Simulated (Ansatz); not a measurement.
**Zinc, bcc under RPBE: ground state and equation of state**

Aim: take zinc in the bcc structure, relax it, solve it on a dense k-mesh, then scale the cell to 7 volumes from 88 to 112 % of the relaxed one and try a fit of the equation of state. Spin polarisation is left out. The k-meshes are 14×14×14 for the relaxation; 23×23×23 for the dense run; 16×16×16 for the volumes.

This is Zn in the bcc structure; at room conditions it is hcp.

Method: DFT RPBE, plane waves (420 eV) with PAW, scalar-relativistic; PBE-made PAW files, in Ansatz 0.2.0.

### Step 1. The system as given

It takes space group Im-3m (No. 229, cubic). Conventional cell: a = 3.122 Å, b = 3.122 Å, c = 3.122 Å, α = 90.00°, β = 90.00°, γ = 90.00°. Zn (site symmetry m-3m) has 8 Zn at 2.70 Å as nearest neighbours.

As a file:

```cif
data_structure
_symmetry_space_group_name_H-M 'P 1'
_symmetry_Int_Tables_number 1
_cell_length_a 2.7035
_cell_length_b 2.7035
_cell_length_c 2.7035
_cell_angle_alpha 109.471
_cell_angle_beta 109.471
_cell_angle_gamma 109.471
_cell_volume 15.21
loop_
_atom_site_label
_atom_site_type_symbol
_atom_site_fract_x
_atom_site_fract_y
_atom_site_fract_z
_atom_site_occupancy
Zn1 Zn 0.00000 0.00000 0.00000 1
```

### Step 2. Relaxing cell and atoms

Input file input.yaml:

```yaml
crystal:
  lattice:
    - [-1.5608515766, 1.5608515766, 1.5608515766]
    - [1.5608515766, -1.5608515766, 1.5608515766]
    - [1.5608515766, 1.5608515766, -1.5608515766]
  atoms:
    - { symbol: Zn, position: [0.0, 0.0, 0.0] }
hamiltonian:
  xc: rpbe
  pseudopotentials:
    kind: paw
    azcp:
      Zn: "pseudopotentials/Zn.paw.azcp"
basis:
  ecutwfc: 420
  fft_grid_basis: typed
kpoints:
  mp_grid: { grid: [14, 14, 14], shift: [0, 0, 0] }
magnetization:
  spin_polarized: false
scf:
  occupations: { method: fermi_dirac, width: 0.1 }
relax:
  max_steps: 60
  f_tol: 0.01
  cell: {}
output:
  write_density: true
  write_potential: true
  elf: true
  volumetric_format: npy
```

The runs that follow: Dense single point; Equation of state: 88 %; Equation of state: 92 %; Equation of state: 96 %; Equation of state: 100 %; Equation of state: 104 %; Equation of state: 108 %; Equation of state: 112 %.

**Question.** What will these runs give? Wanted: space group; conventional cell; volume; shortest distance; gap on the mesh; relative to hcp; V₀, B₀, B₀′.

**Answer**, as computed:

| quantity | value |
| --- | --- |
| space group (spins left aside) | Im-3m (No. 229) |
| conventional cell | a = 3.182 Å |
| volume | 16.112 Å³/atom |
| shortest distance | 2.756 Å |
| gap on the mesh | none (levels filled in part) |
| relative to hcp | +78 meV/atom |
| V₀, B₀, B₀′ | 16.177 Å³/atom, 54 GPa, 5.2 |

What this shows: From the guessed start the volume grew by 5.9 % in 5 steps. It lies 78 meV/atom above the element's reference form at the same level (hcp, from a run of its own). No gap shows: it is a metal or semimetal at this level. The fitted modulus is 54 GPa. The symmetry was held, so the structure may be unstable against distortions that break it.
